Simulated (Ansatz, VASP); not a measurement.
# Two plane-wave programs on C

INCAR

```
SYSTEM = C
  ALGO = Fast
  EDIFF = 1E-6
  EDIFFG = -0.005
  ENCUT = 600
  GGA = RE
  IBRION = 2
  ISIF = 3
  ISMEAR = -1
  IVDW = 12
  LASPH = .True.
  LCHARG = .False.
  LREAL = .False.
  LWAVE = .False.
  NELM = 100
  NSW = 60
  PREC = Accurate
  SIGMA = 0.05
```

KPOINTS

```
k-points
0
Gamma
  12 12 4
  0 0 0
```

The input POSCAR:

```
C
1.0
    2.5221000000      0.0000000000      0.0000000000
   -1.2610500000      2.1842026709      0.0000000000
    0.0000000000      0.0000000000      8.2371000000
C
8
Direct
    0.6666666667      0.3333333333      0.8437500000
    0.3333333333      0.6666666667      0.3437500000
    0.6666666667      0.3333333333      0.6562500000
    0.3333333333      0.6666666667      0.1562500000
    0.0000000000      0.0000000000      0.9062500000
    0.0000000000      0.0000000000      0.4062500000
    0.0000000000      0.0000000000      0.5937500000
    0.0000000000      0.0000000000      0.0937500000
```

Contents of input.yaml:

```yaml
crystal:
  lattice:
    - [2.5221, 0.0, 0.0]
    - [-1.26105, 2.1842026709, 0.0]
    - [0.0, 0.0, 8.2371]
  atoms:
    - { symbol: C, position: [0.6666666667, 0.3333333333, 0.84375] }
    - { symbol: C, position: [0.3333333333, 0.6666666667, 0.34375] }
    - { symbol: C, position: [0.6666666667, 0.3333333333, 0.65625] }
    - { symbol: C, position: [0.3333333333, 0.6666666667, 0.15625] }
    - { symbol: C, position: [0.0, 0.0, 0.90625] }
    - { symbol: C, position: [0.0, 0.0, 0.40625] }
    - { symbol: C, position: [0.0, 0.0, 0.59375] }
    - { symbol: C, position: [0.0, 0.0, 0.09375] }
hamiltonian:
  xc: revpbe
  pseudopotentials: { kind: paw }
  dispersion: d3bj
kpoints:
  mp_grid: { grid: [12, 12, 4] }
scf:
  occupations: { method: fermi_dirac, width: 0.05 }
output:
  forces: true
  stress: true
relax:
  f_tol: 0.01
  max_steps: 40
  cell: { stress_tol: 0.05 }
```

This is a hexagonal form of diamond, not graphite.

Alike in both runs: task relaxation of cell and atoms; functional revPBE; dispersion D3(BJ); k mesh 12 × 12 × 4; occupations fermi-dirac, width 0.05 eV; no spin polarisation.

|  | VASP | Ansatz |
| --- | --- | --- |
| version | VASP 6.6.1 | Ansatz 0.2.0 |
| potentials or method | VASP PAW PBE potentials, release 64 (C) | Ansatz PAW |
| plane-wave cutoff (eV) | 600 | 420 |
| valence electrons in the cell | 32 | 32 |

Ansatz gave:

- relaxed volume (Å³/atom): 5.62
- relaxed cell length with the largest relative difference (Å): 8.264
- energy change over the relaxation (meV/atom): -3

Task: Which values does VASP return?

Result: Relaxed volume (Å³/atom): 5.61; relaxed cell length with the largest relative difference (Å): 8.263; energy change over the relaxation (meV/atom): -3.

Caveats: the PAW data sets were made with another functional, which shifts forces and pressure a little (VASP); the plane-wave basis is chosen anew once the cell has moved, so the energies of steps on either side of that aren't comparable (Ansatz); the pressure holds a Pulay correction of +0.9 GPa for the finite cutoff (Ansatz); the PAW data sets come from PBE, with cores solved anew for the run's functional, which leaves a small shift of forces and pressure (Ansatz). A k mesh can miss the band edges. revPBE gaps usually lie below the measured ones, often by a third to a half.
